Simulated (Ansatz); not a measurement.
# Stack of W2NS2 MXene under honeycomb AsN, shifted by two thirds of the diagonal in a perpendicular field, part 2 of 3

Aim: how the stack of W2NS2 MXene under honeycomb AsN, shifted by two thirds of the diagonal screens a field along its normal, and what the field does to its bands. A positive field points along +c.

Ansatz 0.2.0; plane-wave DFT, RPBE-D3(BJ), Ansatz PAW.

So far. Step 2 (Relaxing the slab): The lattice constant a goes from 3.017 to 2.865 Å.

## Step 3: Single point, field 0

A sawtooth potential applies the field, turning back in the middle of the vacuum. With the dipole correction the typed value is the field outside the slab. The induced dipole is small, so the SCF threshold is tight.

The cell differs from the one that the last finished run ended in (c 43.894 → 27.798 Å).

Contents of input.yaml:

```yaml
crystal:
  lattice:
    - [2.8651613582, 0.0, 0.0]
    - [-1.4325806791, 2.4813025221, 0.0]
    - [0.0, 0.0, 27.797929356]
  atoms:
    - { symbol: S, position: [0.3333333333, 0.6666666667, 0.3237651224] }
    - { symbol: W, position: [0.6666666667, 0.3333333333, 0.3848287799] }
    - { symbol: "N", position: [0.0, 0.0, 0.4346259826] }
    - { symbol: W, position: [0.3333333333, 0.6666666667, 0.4843299619] }
    - { symbol: S, position: [0.6666666667, 0.3333333333, 0.545290009] }
    - { symbol: "N", position: [0.3333333333, 0.6666666667, 0.6409446248] }
    - { symbol: As, position: [0.0, 0.0, 0.6762348776] }
kpoints:
  mp_grid: { grid: [18, 18, 1] }
  band_path:
    path: [[0, 0, 0], [0.5, 0, 0], [0.33333333, 0.33333333, 0], [0, 0, 0]]
    npoints: 16
hamiltonian:
  xc: rpbe
  dispersion: d3bj
scf:
  occupations: { method: fermi_dirac, width: 0.05 }
  convergence: { dr2_threshold: 1.0e-10 }
efield:
  axis: 3
  dipole_correction: true
  ramp_position: 0.97
  ramp_width: 0.06
  amplitude: 0
output:
  dos: { projected: true, e_range: [-6, 5] }
  bader: true
  write_potential: true
  write_density: true
  volumetric_format: npy
  elf: true
```

Started as:

```console
> ansatz run input.yaml --threads 2 --pin off --max-ram 3072MiB --backend cpu --events-out ev --progress --plain --runs-dir out
```

Numbers of over 12 decimals in the logs are rounded to 6 here.

Log:

```text
[...]
Crystal: 7 atoms, lattice volume = 197.625 Å³
Basis set: ecut = 420 eV, 3873 PW (Γ)
Bands: 40, of which v1, the nominal top of the filled ones, is band 33 counted from 1 (32 counted from 0)
Symmetry: 6 space group operations
[...]
k-points: 37 of 324 (time reversal used)
[...]
SCF iter   1: F=—  HF=-28252.598520 eV  |F-HF|=—  |Δ(HF+E_count)|=         —  Δρ=6.90e-3  dr2=4.72e-1  ethr=1.77e-3  p=0.001 e·Å  D=9.17e-4 V/Å  ΔV_dip=-0.03 eV  dr2_dipole=1.08e-1  V_vac-E_F(+/−)=4.52/4.55 eV  ⟨swp⟩=9.4  Hψ=8052  notcnv=0  defer=3
efield: sawtooth ramp at fractional position 0.9700 (set: `efield.ramp_position`, or a place that a band, a saddle search or an elastic batch's reference lends), width 0.0600; the density the first Hamiltonian is built on has a dipole p = 0.001 e·Å; the dipole correction subtracts the counter field D = 9.17e-4 V/Å, which shifts the + side's vacuum level by -0.03 eV against the − side's; the planar-averaged density in the ramp window peaks in size at 9.1e-6 e/Å³
[...]
SCF iter   2: F=—  HF=-28253.150039 eV  |F-HF|=—  |Δ(HF+E_count)|=   5.52e-1  Δρ=2.30e-2  dr2=3.73e1  ethr=7.25e-4  p=0.119 e·Å  D=1.09e-1 V/Å  ΔV_dip=-3.03 eV  dr2_dipole=1.83e1  V_vac-E_F(+/−)=2.23/5.26 eV  ⟨swp⟩=3.9  Hψ=2862  notcnv=0  defer=46  recentre
[...]
SCF iter  14: F=-28252.538941 eV  HF=-28252.538941 eV  |F-HF|=6.55e-11  |Δ(HF+E_count)|=  1.02e-10  Δρ=1.30e-7  dr2=7.91e-11  ethr=1.00e-12  p=0.040 e·Å  D=3.67e-2 V/Å  ΔV_dip=-1.02 eV  dr2_dipole=4.43e-12  V_vac-E_F(+/−)=3.66/4.68 eV  ⟨swp⟩=10.6  Hψ=5405  notcnv=0
SCF 1 converged in 14 iterations: F = -28252.538941 eV  dr2 = 7.91e-11
[...]
NSCF: frozen V_eff on 49 k-points
efield: sawtooth ramp at fractional position 0.9700 (kept from the solve that this one continues, or follows in the run), width 0.0600; the density the first Hamiltonian is built on has a dipole p = 0.040 e·Å; the dipole correction subtracts the counter field D = 3.67e-2 V/Å, which shifts the + side's vacuum level by -1.02 eV against the − side's; the planar-averaged density in the ramp window peaks in size at 2.4e-6 e/Å³
WARN: The output density's exchange-correlation potential varies sharply where the density is thin. Do not read a vacuum level from v_tot or v_xc, or from such a field of the output density. On a cell that repeats whose density bears no net charge and no dipole along the vacuum's axis use v_es (v_loc + v_h of the components); under efield.dipole_correction with no amplitude use v_es + v_field, which holds any externa [...]
SCF converged after 14 iterations
Free energy (F): -28252.538941 eV
[...]
Internal energy: -28252.519369 eV  (E = F + TS)
E sigma→0 (E₀):  -28252.529155 eV
Entropy (-TS):   -0.019572 eV (-2.796 meV/atom)
Fermi energy:    5.118675 eV
Dipole field:    D = 0.036686 V/Å  (p = 0.040066 e·Å, saw-weighted, corrected)
Work function:   Φ+ = 3.6560 eV   Φ− = 4.6758 eV
Levels:          The Fermi level and band energies are counted from a zero that moves with the ramp; work functions are not
[...]
--- Band table (eV; the first three rows and the last of 37) ---
  k-point 0: bands = [... 29 lower, 4.3468, 4.6320, 4.6320, 4.7057, 4.7057, 5.6030, 5.6030, 6.5475, ... 3 higher]
  k-point 1: bands = [... 29 lower, 3.9425, 4.0839, 4.4807, 5.2121, 5.2941, 5.3628, 5.5277, 6.7782, ... 3 higher]
  k-point 2: bands = [... 29 lower, 3.3475, 3.6226, 4.4807, 4.9254, 5.3145, 5.6917, 5.9396, 7.2472, ... 3 higher]
  k-point 36: bands = [... 29 lower, 1.7542, 4.6645, 5.2081, 5.3160, 5.6404, 5.7349, 7.2130, 7.2240, ... 3 higher]
--- Bader charges: 7 sites ---
  site symbol  charge [e]  shift [e]
     0      S     -0.6290     0.0028
     1      W      1.4242     0.0041
     2      N     -1.5914     0.0025
     3      W      1.4272     0.0041
     4      S     -0.5981     0.0028
     5      N     -1.2154     0.0114
     6     As      1.1825     0.0114
  estimated error of the sums over rays = 5.5e-4 e
```

The job ended after 2.1 min (2 threads of Arm Neoverse N1, shared host; peak memory 0.62 GiB).

Reading the cycles: dr2 is the Hartree energy of the density residual (eV), the measure of convergence; HF is the Harris–Foulkes estimate of the energy, which meets the free energy F at convergence.

This step gave:

* energy at zero smearing: -28252.5292 eV
* work function, upper face: 3.656 eV
* work function, lower face: 4.676 eV
* dipole along the normal: 0.04007 e·Å
* step between the vacuum levels: -1.020 eV

Running mean over a fixed 2.8 Å (it still follows the layers) of the planar mean; the ramp of the sawtooth is left out. Table of electron's electrostatic potential energy less the Fermi level by z:

z (Å), electron's electrostatic potential energy less the Fermi level (eV) and a bar from the least value:
```
      3.5        4.7 ##############################
      4.0        4.7 ##############################
      4.5        4.7 ##############################
      5.0        4.7 ##############################
      5.5        4.7 ##############################
      6.0        4.6 ##############################
      6.5        4.5 ##############################
      7.0        3.7 ############################
      7.5        1.3 #########################
      8.0       -1.6 ####################
      8.5       -4.0 ################
      9.0       -7.3 ###########
      9.5      -11.8 ####
     10.0      -14.3 
     10.5      -14.1 #
     11.0      -14.3 
     11.5      -14.5 
     12.0      -14.5 
     12.5      -14.5 
     13.0      -14.4 
     13.5      -14.1 #
     14.0      -14.3 
     14.5      -13.0 ##
     15.0       -8.7 #########
     15.5       -4.8 ###############
     16.0       -3.0 ##################
     16.5       -2.6 ###################
     17.0       -3.2 ##################
     17.5       -4.3 ################
     18.0       -6.2 #############
     18.5       -7.5 ###########
     19.0       -6.6 ############
     19.5       -3.8 #################
     20.0       -1.1 #####################
     20.5        0.9 ########################
     21.0        2.7 ###########################
     21.5        3.4 ############################
     22.0        3.6 ############################
     22.5        3.6 ############################
     23.0        3.7 ############################
     23.5        3.7 ############################
     24.0        3.7 ############################
     24.5        3.7 ############################
```

The density of states has structure finer than the step of the table below, so its rows give means over 0.2 eV, whole bins alone (the curve runs from -6 to 1.99 eV). Peaks (eV: height): -5.64: 10.3, -5.31: 6.24, -4.40: 5.82, -3.22: 6.15, -2.66: 7.57, -1.78: 10.2, -0.24: 7.44.

Table of density of states by energy, zero at the Fermi level; means over each step:

```tsv
energy (eV)	density of states (states/eV a cell)
-5.8	4.35
-5.6	6.90
-5.4	3.30
-5.2	4.36
-5.0	2.95
-4.8	3.14
-4.6	2.00
-4.4	3.33
-4.2	2.96
-4.0	3.79
-3.8	2.86
-3.6	3.82
-3.4	2.74
-3.2	4.05
-3.0	3.34
-2.8	3.20
-2.6	3.36
-2.4	3.15
-2.2	2.34
-2.0	2.71
-1.8	5.94
-1.6	2.88
-1.4	2.33
-1.2	2.54
-1.0	1.81
-0.8	1.26
-0.6	1.45
-0.4	1.65
-0.2	3.08
0.0	2.24
0.2	2.95
0.4	2.84
0.6	3.19
0.8	3.71
1.0	2.79
1.2	2.56
1.4	2.48
1.6	2.58
1.8	2.32
```

Projected DOS per atom over height of the atomic layer and energy from the Fermi level. Layers: S W N W S N As from below.

Values in states/eV, 22 rows by 7 columns, each cell a mean:
```
0.13 0.62 0.07 0.63 0.13 0.19 0.32
0.16 0.65 0.10 0.66 0.16 0.27 0.37
0.20 0.64 0.17 0.61 0.19 0.30 0.34
0.30 0.86 0.26 0.82 0.28 0.47 0.46
0.17 0.64 0.19 0.67 0.18 0.45 0.46
0.20 0.65 0.23 0.66 0.20 0.18 0.17
0.26 0.75 0.29 0.74 0.25 0.01 0.01
0.14 0.41 0.19 0.44 0.15 0.01 0.01
0.23 0.57 0.20 0.67 0.26 0.05 0.02
0.32 0.63 0.27 0.70 0.37 0.08 0.03
0.98 1.01 0.54 0.77 1.01 0.28 0.11
0.30 0.44 0.12 0.45 0.36 0.57 0.27
0.45 0.48 0.04 0.53 0.37 0.82 0.53
0.58 0.50 0.06 0.47 0.58 0.58 0.59
0.63 0.44 0.07 0.47 0.63 0.52 0.60
1.00 0.45 0.12 0.47 0.79 0.38 0.13
0.89 0.34 0.23 0.35 0.97 0.39 0.16
0.77 0.39 0.12 0.39 0.74 0.37 0.13
0.37 0.26 0.10 0.40 0.61 0.63 0.27
0.76 0.61 0.19 0.41 0.43 0.72 0.34
0.64 0.81 0.78 0.87 0.61 0.94 0.45
0.43 0.66 0.92 0.75 0.61 0.72 0.41
```
Columns: height of the atomic layer (Å) from 9 to 18.8 (not evenly spaced); rows upwards: energy from the Fermi level (eV) from -5.96 to 1.96.

Electronic bands along the path, in eV, zero at the Fermi level:

```tsv
point	band 29	band 30	band 31	band 32	band 33	band 34	band 35	band 36
Γ	-2.01	-0.77	-0.49	-0.49	-0.41	-0.41	0.48	0.48
halfway	-2.35	-2.22	-1.72	-1.53	-0.15	0.47	0.96	1.60
M	-3.14	-2.78	-2.35	-1.69	-0.03	2.24	3.17	3.18
halfway	-3.81	-3.28	-1.94	-0.78	0.66	1.44	1.69	2.43
K	-4.43	-3.36	-0.45	0.09	0.20	0.52	0.62	2.09
halfway	-2.95	-2.35	-1.61	-1.38	-0.32	0.52	1.87	2.10
Γ	-2.01	-0.77	-0.49	-0.49	-0.41	-0.41	0.48	0.48
```

ELF in the ca plane at fractional y = 0.667, with atoms of S and W and N within 0.2 Å of it. It is the smooth field of the valence electrons, not physical close to the nuclei.

Values, 5 rows by 16 columns, each cell a mean:
```
0.00 0.00 0.00 0.01 0.06 0.25 0.29 0.38 0.41 0.47 0.30 0.66 0.78 0.17 0.17 0.45
0.00 0.00 0.00 0.02 0.30 0.65 0.54 0.28 0.33 0.34 0.33 0.56 0.66 0.15 0.51 0.49
0.00 0.00 0.00 0.12 0.75 0.70 0.62 0.34 0.18 0.37 0.57 0.32 0.19 0.33 0.71 0.53
0.00 0.00 0.00 0.15 0.79 0.60 0.52 0.38 0.17 0.42 0.45 0.30 0.10 0.39 0.60 0.50
0.00 0.00 0.00 0.05 0.49 0.80 0.65 0.26 0.27 0.30 0.47 0.47 0.51 0.19 0.70 0.53
```
Columns run along c (16.0 Å, from fractional 0.12 to 0.70 of the cell), rows up along a (2.9 Å). Atoms in or near the plane, at fractional coordinates: S at (0.32, 0.33), W at (0.48, 0.33), N at (0.64, 0.33).

Electrostatic potential energy in the ca plane at fractional y = 0.667, with atoms of S and W and N within 0.2 Å of it. With pseudopotentials it is smooth inside the atoms' cores, unlike the true potential.

Values in eV, 5 rows by 16 columns, each cell a mean:
```
-20  -4   2   0  -2  -2   8   5 -12   0   8   9   9   9   9   9
-11  -1  -2 -13  -1   2   9   4  -7   2   8   9   9   9   9   9
  1   4 -19 -47  -6   7   9 -28  -7   5   8   9   9   9   9   9
  3   4 -23 -49  -8   8   8 -37 -11   6   8   9   9   9   9   9
 -6   1  -7 -27  -1   4   9  -2  -4   3   8   9   9   9   9   9
```
Columns run along c (16.0 Å, from fractional 0.37 to 0.95 of the cell; values clipped at the 3rd and 97th percentile), rows up along a (2.9 Å). Atoms in or near the plane, at fractional coordinates: W at (0.48, 0.33), N at (0.64, 0.33).

Valence density in the ca plane at fractional y = 0.667, with atoms of S and W and N within 0.2 Å of it. It is the smooth field of the valence electrons, not physical close to the nuclei.

Ten steps, logarithmic in the rise over the least value, from '0' (0.0 e/Å³) to '9' (5.0 e/Å³), each cell a mean:
```
00000000000000001233444676555544444555432123
00000000000000001233444676555544444555432112
00000000000000001345555565445556665555421234
00000000000000012466665544434479986544321357
00000000000000013565566444333589997533212468
00000000000000013565566444333589997533212479
00000000000000012466665544434579986543321357
00000000000000001345555555444456765555421235
```
Columns run along c (16.0 Å, from fractional 0.07 to 0.64 of the cell), rows up along a (2.9 Å). Atoms in or near the plane, at fractional coordinates: S at (0.32, 0.33), W at (0.48, 0.33), N at (0.64, 0.33).

The work function of the upper face is 3.66 eV.

## Step 4: Single point, field 0.03 V/Å

Changes to input.yaml since step 3:

```diff
@@ -29,6 +29,4 @@
   ramp_width: 0.06
-  amplitude: 0
+  amplitude: 0.03
 output:
-  dos: { projected: true, e_range: [-6, 5] }
-  bader: true
   write_potential: true
@@ -36,2 +34 @@
   volumetric_format: npy
-  elf: true
```

Log:

```text
[...]
Crystal: 7 atoms, lattice volume = 197.625 Å³
Basis set: ecut = 420 eV, 3873 PW (Γ)
Bands: 40, of which v1, the nominal top of the filled ones, is band 33 counted from 1 (32 counted from 0)
Symmetry: 6 space group operations
[...]
k-points: 37 of 324 (time reversal used)
[...]
k-point 0: bands = [... 29 lower, 4.3490, 4.6341, 4.6341, 4.7078, 4.7078, 5.6049, 5.6049, 6.5596, ... 3 higher]
  k-point 1: bands = [... 29 lower, 3.9446, 4.0860, 4.4828, 5.2142, 5.2962, 5.3648, 5.5296, 6.7915, ... 3 higher]
  k-point 2: bands = [... 29 lower, 3.3517, 3.6247, 4.4828, 4.9273, 5.3165, 5.6938, 5.9417, 7.2628, ... 3 higher]
  k-point 36: bands = [... 29 lower, 1.7606, 4.6663, 5.2114, 5.3174, 5.6419, 5.7402, 7.2147, 7.2266, ... 3 higher]
[key lines of the parts left out:]
SCF converged after 25 iterations
Free energy (F): -28252.540360 eV
Fermi energy:    5.121207 eV
Dipole field:    D = 0.049899 V/Å  (p = 0.054497 e·Å, saw-weighted, corrected)
```

The job ended after 2.5 min (2 threads; peak memory 0.6 GiB; 3.2 min of CPU time).

The dipole is 0.0545 e·Å, 0.0144 e·Å from its value without field.

## Step 5: Atoms held, field -0.03 V/Å

Changes to input.yaml since step 4:

```diff
@@ -29,3 +29,3 @@
   ramp_width: 0.06
-  amplitude: 0.03
+  amplitude: -0.03
 output:
```

Log:

```text
[...]
Crystal: 7 atoms, lattice volume = 197.625 Å³
Basis set: ecut = 420 eV, 3873 PW (Γ)
Bands: 40, of which v1, the nominal top of the filled ones, is band 33 counted from 1 (32 counted from 0)
Symmetry: 6 space group operations
[...]
k-points: 37 of 324 (time reversal used)
[...]
k-point 0: bands = [... 29 lower, 4.3445, 4.6298, 4.6298, 4.7035, 4.7035, 5.6010, 5.6010, 6.5351, ... 3 higher]
  k-point 1: bands = [... 29 lower, 3.9403, 4.0817, 4.4784, 5.2100, 5.2918, 5.3607, 5.5257, 6.7646, ... 3 higher]
  k-point 2: bands = [... 29 lower, 3.3431, 3.6205, 4.4785, 4.9234, 5.3124, 5.6895, 5.9374, 7.2309, ... 3 higher]
  k-point 36: bands = [... 29 lower, 1.7478, 4.6627, 5.2048, 5.3144, 5.6388, 5.7297, 7.2113, 7.2214, ... 3 higher]
[key lines of the parts left out:]
SCF converged after 23 iterations
Free energy (F): -28252.537956 eV
Fermi energy:    5.116053 eV
Dipole field:    D = 0.023454 V/Å  (p = 0.025616 e·Å, saw-weighted, corrected)
```

Run time: 2.4 min. Hardware: 2 threads; peak memory 0.6 GiB.

The dipole is 0.0256 e·Å, -0.0145 e·Å from its value without field.

## Step 6: Atoms held, field 0.15 V/Å

Changes to input.yaml since step 5:

```diff
@@ -29,3 +29,3 @@
   ramp_width: 0.06
-  amplitude: -0.03
+  amplitude: 0.15
 output:
```

Log:

```text
[...]
Crystal: 7 atoms, lattice volume = 197.625 Å³
Basis set: ecut = 420 eV, 3873 PW (Γ)
Bands: 40, of which v1, the nominal top of the filled ones, is band 33 counted from 1 (32 counted from 0)
Symmetry: 6 space group operations
[...]
k-points: 37 of 324 (time reversal used)
[...]
k-point 0: bands = [... 29 lower, 4.3570, 4.6415, 4.6415, 4.7154, 4.7154, 5.6117, 5.6117, 6.6051, ... 3 higher]
  k-point 1: bands = [... 29 lower, 3.9521, 4.0934, 4.4906, 5.2214, 5.3039, 5.3718, 5.5362, 6.8408, ... 3 higher]
  k-point 2: bands = [... 29 lower, 3.3681, 3.6320, 4.4902, 4.9341, 5.3236, 5.7013, 5.9491, 7.3199, ... 3 higher]
  k-point 36: bands = [... 29 lower, 1.7857, 4.6724, 5.2236, 5.3224, 5.6470, 5.7606, 7.2203, 7.2358, ... 3 higher]
[key lines of the parts left out:]
SCF converged after 24 iterations
Free energy (F): -28252.550362 eV
Fermi energy:    5.130386 eV
Dipole field:    D = 0.102738 V/Å  (p = 0.112204 e·Å, saw-weighted, corrected)
```

Wall time 3.2 min (2 threads); peak memory 0.6 GiB; 3.3 min of CPU time.

The dipole is 0.112 e·Å, 0.0721 e·Å from its value without field.

## Step 7: Single point, field 0.25 V/Å

Changes to input.yaml since step 6:

```diff
@@ -29,3 +29,3 @@
   ramp_width: 0.06
-  amplitude: 0.15
+  amplitude: 0.25
 output:
```

Log:

```text
[...]
Crystal: 7 atoms, lattice volume = 197.625 Å³
Basis set: ecut = 420 eV, 3873 PW (Γ)
Bands: 40, of which v1, the nominal top of the filled ones, is band 33 counted from 1 (32 counted from 0)
Symmetry: 6 space group operations
[...]
k-points: 37 of 324 (time reversal used)
[...]
k-point 0: bands = [... 29 lower, 4.3625, 4.6465, 4.6465, 4.7205, 4.7205, 5.6161, 5.6161, 6.6402, ... 3 higher]
  k-point 1: bands = [... 29 lower, 3.9571, 4.0983, 4.4959, 5.2262, 5.3092, 5.3765, 5.5406, 6.8783, ... 3 higher]
  k-point 2: bands = [... 29 lower, 3.3810, 3.6369, 4.4953, 4.9386, 5.3283, 5.7063, 5.9540, 7.3621, ... 3 higher]
  k-point 36: bands = [... 29 lower, 1.8063, 4.6763, 5.2326, 5.3254, 5.6501, 5.7772, 7.2238, 7.2423, ... 3 higher]
[key lines of the parts left out:]
SCF converged after 24 iterations
Free energy (F): -28252.563984 eV
Fermi energy:    5.136823 eV
Dipole field:    D = 0.146717 V/Å  (p = 0.160236 e·Å, saw-weighted, corrected)
```

It took 3.5 min on 2 threads; peak memory 0.6 GiB.

The dipole is 0.160 e·Å, 0.120 e·Å from its value without field.

## Step 8: Atoms held, field -0.25 V/Å

Changes to input.yaml since step 7:

```diff
@@ -29,4 +29,6 @@
   ramp_width: 0.06
-  amplitude: 0.25
+  amplitude: -0.25
 output:
+  dos: { projected: true, e_range: [-6, 5] }
+  bader: true
   write_potential: true
@@ -34 +36,2 @@
   volumetric_format: npy
+  elf: true
```

Log:

```text
[...]
Crystal: 7 atoms, lattice volume = 197.625 Å³
Basis set: ecut = 420 eV, 3873 PW (Γ)
Bands: 40, of which v1, the nominal top of the filled ones, is band 33 counted from 1 (32 counted from 0)
Symmetry: 6 space group operations
[...]
k-points: 37 of 324 (time reversal used)
[...]
k-point 36: bands = [... 29 lower, 1.6994, 4.6463, 5.1774, 5.3001, 5.6244, 5.6895, 7.1958, 7.1993, ... 3 higher]
--- Bader charges: 7 sites ---
  site symbol  charge [e]  shift [e]
     0      S     -0.6196     0.0028
     1      W      1.4245     0.0041
     2      N     -1.5913     0.0025
     3      W      1.4272     0.0041
     4      S     -0.5985     0.0028
     5      N     -1.2142     0.0114
     6     As      1.1719     0.0114
  estimated error of the sums over rays = 5.3e-4 e
[key lines of the parts left out:]
SCF converged after 25 iterations
Free energy (F): -28252.543979 eV
Fermi energy:    5.093976 eV
Dipole field:    D = -0.073640 V/Å  (p = -0.080426 e·Å, saw-weighted, corrected)
```

Elapsed: 4.4 min, on 2 threads; peak memory 0.6 GiB.

The dipole is -0.0804 e·Å, -0.120 e·Å from its value without field.

(Continued in part 3 of 3.)

[Logs are printed without paths, hosts, clocks, repeated set-up lines and the standing remarks that a program may print on its own settings, such as how far it seeks lower states.]

[Hosts, paths, dates, database ids (printed as entryN), source tags and the programs' standing remarks are cut or masked in the printed files.]

[Maps of the electrostatic potential energy from Ansatz leave out the sawtooth potential of an applied field or a dipole correction, so their vacuum need not be flat; planar profiles and work functions include it.]

[The density of states shown here was stored with 400 of the rows of the run's finer table, so its peaks can read low, often by over a quarter, or be missed, and its means over a window can be off by a tenth or more.]
